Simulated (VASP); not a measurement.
# MgI2 (P-3m1) in VASP: a series of runs, part 2 of 2

VASP 6.6.1. Earlier steps stand in the parts before.

## 3. Relaxation of cell and atoms, PBE+D3(BJ)

This run uses another cell than the first one, of 36.11 Å³/atom, 1.075 times its volume.

INCAR

```
SYSTEM = MgI2
PREC = Accurate
ENCUT = 600
EDIFF = 1E-7
ISMEAR = 0
SIGMA = 0.02
LREAL = .FALSE.
LASPH = .TRUE.
NELM = 100
ALGO = Normal
ISIF = 3
LWAVE = .FALSE.
LCHARG = .FALSE.
GGA = PE
IVDW = 12
IBRION = 2
NSW = 70
EDIFFG = -0.02
```

KPOINTS

```
Automatic mesh
0
G
  6 6 4
  0 0 0
```

POSCAR

```
MgI2
1.0
    4.1956844300      0.0000000000      0.0000000000
   -2.0978422200      3.6335694800      0.0000000000
    0.0000000000      0.0000000000      7.1057267200
Mg I
1 2
Direct
    0.0000000000      0.0000000000      0.0000000000
    0.3333333400      0.6666666900      0.2340768400
    0.6666666900      0.3333333400      0.7659231400
```

Potentials or basis: VASP PAW PBE potentials, release 64 (Mg, I).

Started as:

```console
$ cat potpaw_PBE.64/Mg/POTCAR potpaw_PBE.64/I/POTCAR > POTCAR
$ mpirun -np 1 vasp_std > vasp.out
```

OUTCAR:

```text
SYSTEM = MgI2
   PREC = Accurate
   ENCUT = 600
   EDIFF = 1E-7
   ISMEAR = 0
   LREAL = .FALSE.
   LASPH = .TRUE.
   NELM = 100
   ISIF = 3
   GGA = PE
   IVDW = 12
   IBRION = 2
   NSW = 70
   EDIFFG = -0.02
 IVDW          = 12

 ion  position               nearest neighbor table
   1  0.000  0.000  0.000-   2 2.94   2 2.94   3 2.94   3 2.94   2 2.94   3 2.94
   2  0.333  0.667  0.234-   1 2.94   1 2.94   1 2.94
   3  0.667  0.333  0.766-   1 2.94   1 2.94   1 2.94

  LATTYP: Found a hexagonal cell.
 ALAT       =     4.1956844300
 C/A-ratio  =     1.6935798768

  Lattice vectors:

 A1 = (   4.1956844300,   0.0000000000,   0.0000000000)
 A2 = (  -2.0978422200,   3.6335694800,   0.0000000000)
 A3 = (   0.0000000000,   0.0000000000,   7.1057267200)

Analysis of symmetry for initial positions (statically):
=====================================================================
 Subroutine PRICEL returns:
 Original cell was already a primitive cell.

 Routine SETGRP: Setting up the symmetry group for a
 hexagonal supercell.

 Subroutine GETGRP returns: Found 12 space group operations
 (whereof 12 operations were pure point group operations)
 out of a pool of 24 trial point group operations.

The static configuration has the point symmetry D_3d.

Analysis of symmetry for dynamics (positions and initial velocities):
[... 144 lines left out ...]
 non-spin polarized calculation
 Gauss-broadening in eV      SIGMA  =   0.02
  energy-cutoff  :      600.00
  volume of cell :      108.33
 maximum number of plane-waves:      3659
 NGX is ok and might be reduce to    36
   NGX = 17   NGY = 17   NGZ = 29

--------------------------------------- Ionic step        1  -------------------------------------------

 number of electron      16.0000000 magnetization

 Free energy of the ion-electron system (eV)
  ---------------------------------------------------
  ext. energy  EPLUGINS =         0.00000000
  ---------------------------------------------------
  free energy    TOTEN  =        -7.72461119 eV

  energy without entropy =       -7.72461119  energy(sigma->0) =       -7.72461119

------------------------ aborting loop because EDIFF is reached ----------------------------------------

 Edisp (eV)   -0.87712

 E8    (eV) :    -0.3926
[... 319 lines left out ...]
--------------------------------------- Ionic step        9  -------------------------------------------

 number of electron      16.0000000 magnetization

 Free energy of the ion-electron system (eV)
  ---------------------------------------------------
  ext. energy  EPLUGINS =         0.00000000
  ---------------------------------------------------
  free energy    TOTEN  =        -7.68325851 eV

  energy without entropy =       -7.68325851  energy(sigma->0) =       -7.68325851

 E-fermi :   2.5452     XC(G=0):  -8.2855

 val. band max:        2.4565233611   @ k =   0.0000   0.0000   0.0000
 cond. band min:       5.9809656621   @ k =   0.5000  -0.0000   0.2500
 fundamental gap:      3.5244423011
 Fermi energy:         2.5452446272

 k-point     1 :       0.0000    0.0000    0.0000
  band No.  band energies     occupation
      1      -9.6730      2.00000
      2      -8.9447      2.00000
      3      -1.1660      2.00000
      4       2.0173      2.00000
      5       2.0173      2.00000
      6       2.4051      2.00000
      7       2.4051      2.00000
      8       2.4565      2.00000
      9       6.2032      0.00000
     10       7.2544      0.00000
     11       9.1927      0.00000
     12       9.1927      0.00000
[... 377 lines left out ...]
  FREE ENERGIE OF THE ION-ELECTRON SYSTEM (eV)
  ---------------------------------------------------
  free  energy   TOTEN  =        -8.6262675172 eV

  energy  without entropy=       -8.6262675172  energy(sigma->0) =       -8.62626752

 reached required accuracy - stopping structural energy minimisation
```

It took 3.3 min on 1 thread of AMD EPYC 7R13 (Zen 3), shared host; peak memory 0.27 GiB.

Results:

| Property | Result |
| --- | --- |
| Free energy | -8.6263 eV |
| Relaxed volume | 33.66 Å³/atom |
| Relaxed cell | a = 4.128 Å, b = 4.128 Å, c = 6.841 Å, α = 90.00°, β = 90.00°, γ = 120.00° |
| Space group after relaxing (to 0.05 Å) | P-3m1 (No. 164) |
| Energy gained by relaxing | 8.2 meV/atom |
| Ionic steps | 9 |
| Pressure after relaxing | -0.1 GPa |
| Largest force after relaxing | 0.011 eV/Å |
| Band gap on the k mesh | 3.52 eV, indirect (least direct gap 3.75 eV) |
| Dispersion energy per atom | -0.314 eV |

Forces in eV/Å, atoms in the order of the input:
```
Mg   0.000  0.000  0.000
I    0.000  0.000  0.011
I    0.000  0.000 -0.011
```

The path:
```tsv
step	energy change (eV)	largest force (eV/Å)	pressure (GPa)	volume (Å³)
1	0.0000	0.0047	-0.97	108.33
2	-0.0121	0.1523	-0.07	104.93
3	-0.0122	0.1662	0.02	104.62
4	-0.0147	0.1307	0.00	104.26
5	-0.0176	0.0436	-0.04	103.38
6	-0.0195	0.0384	-0.05	102.98
7	-0.0236	0.0202	-0.07	101.77
8	-0.0214	0.0320	-0.02	99.32
9	-0.0245	0.0112	-0.05	100.97
```

Final structure:
```
Mg I
1.0
     4.12835    0.00000    0.00000
    -2.06417    3.57525    0.00000
     0.00000    0.00000    6.84093
Mg I
1 2
Direct
  0.00000 0.00000 0.00000
  0.33333 0.66667 0.24452
  0.66667 0.33333 0.75548
```

Caveat: spin-orbit coupling is left out, which moves the levels of the heavy elements. A k mesh can miss the band edges.
